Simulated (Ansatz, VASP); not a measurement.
## One calculation of LiF, two programs

```xyz
8
Lattice="2.1845 2.1952 0.0007 2.1775 -2.1863 4.3611 2.1713 -2.1830 -4.3563" Properties=species:S:1:pos:R:3 pbc="T T T"
Li    3.2629   -1.0892   -1.0907
Li    3.2633   -3.2760    1.0906
Li    1.0876   -1.0956    1.0901
Li    3.2721   -1.0869    3.2714
F     4.3549    0.0101   -2.1760
F     4.3541   -2.1769    0.0048
F     2.1784    0.0036    0.0045
F     2.1789   -2.1827    2.1854
```

Change from the starting cell: cell x4, atoms moved at random (sigma 0.15 Å) and cell strained at random (1.5 %), then relaxed without symmetry.

Alike in both runs: functional PBE; k mesh 4 × 4 × 4; occupations gaussian, width 0.1 eV; no spin polarisation.

Ansatz relaxed the structure, and its values are those at the end. VASP's run is a single point on that final structure, the one shown.

|  | VASP | Ansatz |
| --- | --- | --- |
| version | VASP 6.6.1 | Ansatz 0.2.0 |
| potentials or method | VASP PAW PBE potentials, release 64 (Li_sv, F) | scalar-relativistic, plane waves, PAW |
| plane-wave cutoff (eV) | 520 | 420 |
| valence electrons in the cell | 40 | 40 |

VASP gave:

- gap on the k mesh at the Fermi level (eV): 7.62
- least direct gap on the mesh (eV): 7.62

Q: What did Ansatz give for the same quantities?

A: gap on the k mesh at the Fermi level (eV): 7.64; least direct gap on the mesh (eV): 7.64.

Caveats: the k mesh is coarse (spacing up to 0.51 Å⁻¹), so the values aren't converged. A k mesh can miss the band edges.
